Lead sulfide, PbS, has its band gap at the point L on the surface of the Brillouin zone. The table gives this gap for one fixed crystal under functionals of rising complexity, called rungs: LDA uses the local density, GGA adds its gradient, meta-GGA adds the kinetic-energy density, and a hybrid mixes in exact exchange.

Band gaps of PbS (Fm-3m, fixed 2-atom cell) from Kohn-Sham DFT without spin polarization or spin-orbit coupling. All runs use Fermi-Dirac smearing of 0.05 eV; the basis column gives the plane-wave cutoff, and gaps are read along the band path. For TPSS, "none" under k mesh marks a band run on an already converged density.

```
 method      rung  program           potentials   basis             k mesh  gap (eV)
    LDA       LDA   ABINIT  JTH PAW LDA v2.0 sp  544 eV  8x8x8 2-atom cell     0.258
 LDA-PZ       LDA   ABINIT  JTH PAW LDA v2.0 sp  544 eV  8x8x8 2-atom cell     0.254
   OLYP       GGA   ABINIT  JTH PAW PBE v2.0 sp  544 eV  8x8x8 2-atom cell     0.741
   RPBE       GGA   ABINIT  JTH PAW PBE v2.0 sp  544 eV  8x8x8 2-atom cell     0.486
   TPSS  meta-GGA   ABACUS    SG15 ONCV 1.2 PBE  993 eV   none 2-atom cell     0.407
 HSEsol    hybrid   Ansatz           Ansatz PAW  420 eV  5x5x5 2-atom cell     0.675
PBEsol0    hybrid   Ansatz           Ansatz PAW  420 eV  4x4x4 2-atom cell         ?
```

(a) Does the rung of a functional tell how large the gap will be?

Solution. It does not. The two GGA rows, OLYP and RPBE, share program, potentials and mesh, yet their gaps differ by 0.255 eV. That is more than the 0.189 eV from RPBE up to the hybrid HSEsol, a step that also includes a change of program and potentials. The order fails as well: TPSS lies below RPBE, and OLYP lies above HSEsol. Both reversals are small and compare different programs and potentials, so they are weaker evidence than the difference between OLYP and RPBE.

For an infrared detector this scatter is serious, because the gap sets the longest wavelength absorbed. The LDA gap corresponds to a cutoff near 4.8 µm, the OLYP gap to one near 1.7 µm. Nor does the LDA value earn trust by lying close to the measured gap, roughly 0.3 to 0.4 eV as recalled. Spin-orbit coupling is left out of every row here. It is expected to draw the band edges together by several tenths of an eV, enough to close the LDA gap or even reverse the order of its edges, so the closeness comes from cancelling errors.

(b) HSEsol and PBEsol0 both contain one quarter of exact exchange, but HSEsol cuts off its long-range part. Predict the PBEsol0 gap.

Solution. Exact exchange surrounds an electron in an occupied state with a hole, a region from which one electron's worth of charge is absent. The hole attracts the electron and lowers its energy. An empty state has no such hole of its own, so exact exchange widens the gap. HSEsol keeps this attraction only at short range; PBEsol0 restores the rest,

V(r) = a e² erf(ωr)/r,

where r is the distance between electron and hole charge, a = 1/4 is the share of exact exchange, e² = 14.4 eV Å, and ω = 0.207 Å⁻¹ sets where the cut begins. V is largest at r = 0, which gives a ceiling for a point-like hole:

V(0) = 2aωe²/√π = 0.84 eV.

A real hole is spread out. For a Gaussian hole of root-mean-square radius R, the attraction falls by the factor

f = 1/√(1 + 2ω²R²/3).

Taking R as the Pb–S distance, 2.966 Å, is an assumption; it gives f = 0.894. In a two-band picture, the part 1 − f lost by the valence state reappears as attraction on the conduction state, because exchange with the filled band has a fixed total strength, shared between the two states. The gap therefore opens by the difference between f and 1 − f:

opening = V(0) × (2f − 1) = 0.84 eV × 0.788 = 0.66 eV.

PBEsol0 also gives up a quarter of the long-range semilocal exchange, which is taken here to shift both band edges alike. Adding the opening to the HSEsol gap of 0.675 eV gives a forecast of 1.34 eV, clearly the largest gap of the table.

The range is 1.09 to 1.59 eV, a judgement that covers the hole size, the semilocal part and the mesh. Unscreened exchange converges slowly with the k mesh, because the Coulomb interaction diverges at long wavelength. A poor treatment of that divergence could pull the computed gap well below the range.

(c) Compare the forecast with the calculation. What does the comparison teach?

The withheld rows as computed:

```
 method    rung  program  potentials   basis             k mesh  gap (eV)
PBEsol0  hybrid   Ansatz  Ansatz PAW  420 eV  4x4x4 2-atom cell     1.316
```

Solution. The computed gap is 1.316 eV, so the forecast is 0.02 eV too high. The model used HSEsol as its starting point and had no constant adjusted to PBEsol0. Such close agreement is better than its assumptions deserve, and the convergence of the computed gap with the k mesh is not tested here. Even the point-like hole, 0.20 eV too high, would have fallen within the range. The result supports the size of the long-range effect but does not fix the size of the hole. Assuming that two hybrids with the same share of exact exchange have the same gap would have missed by 0.64 eV.

The larger gap is not the more realistic one. In a crystal, the other electrons screen the long-range attraction, leaving a fraction of it roughly equal to the inverse of the electronic dielectric constant. For PbS that constant is well above ten, as a rough recalled value, so a full quarter at long range is too much. Even with several tenths of an eV taken off for spin-orbit coupling, PBEsol0 would stay far above the measured gap.

The same reasoning carries over to other crystals. In a wide-gap ionic oxide such as magnesium oxide, the hole sits compactly on the oxygen ion, so the same change of functional should open the gap by an amount closer to the ceiling. Halving the share of exact exchange would halve the estimated opening in either crystal. For hybrids built on the same semilocal functional, as these two are, the gap thus depends on how much exact exchange is kept and how far it reaches; the printed output below gives the steps of the estimate.

Numerical output:

```
LDA less LDA-PZ gap, eV: 0.004
RPBE less LDA gap, eV: 0.228
OLYP less RPBE gap, eV: 0.255
TPSS less RPBE gap, eV: -0.079
HSEsol less RPBE gap, eV: 0.189
HSEsol less OLYP gap, eV: -0.066
separation at Gamma in OLYP, eV: 7.363
separation at Gamma in RPBE, eV: 7.385
OLYP less RPBE separation at Gamma, eV: -0.022
HSEsol gap on the 5x5x5 mesh less gap on the path, eV: 0.9422
opening for a point-like hole, eV: 0.8408
reduction factor f for a hole of Pb-S size: 0.894
opening of the gap in the model, eV: 0.6625
forecast for PBEsol0, eV: 1.338
lower end of the forecast range, eV: 1.088
upper end of the forecast range, eV: 1.588
rival with a point-like hole, eV: 1.516
computed PBEsol0 gap, eV: 1.316
forecast less computed gap, eV: 0.02152
same-rung rival less computed gap, eV: -0.641
point-like rival less computed gap, eV: 0.1998
computed opening from HSEsol to PBEsol0, eV: 0.641
cutoff wavelength for the LDA gap, micrometre: 4.805
cutoff wavelength for the OLYP gap, micrometre: 1.673
```
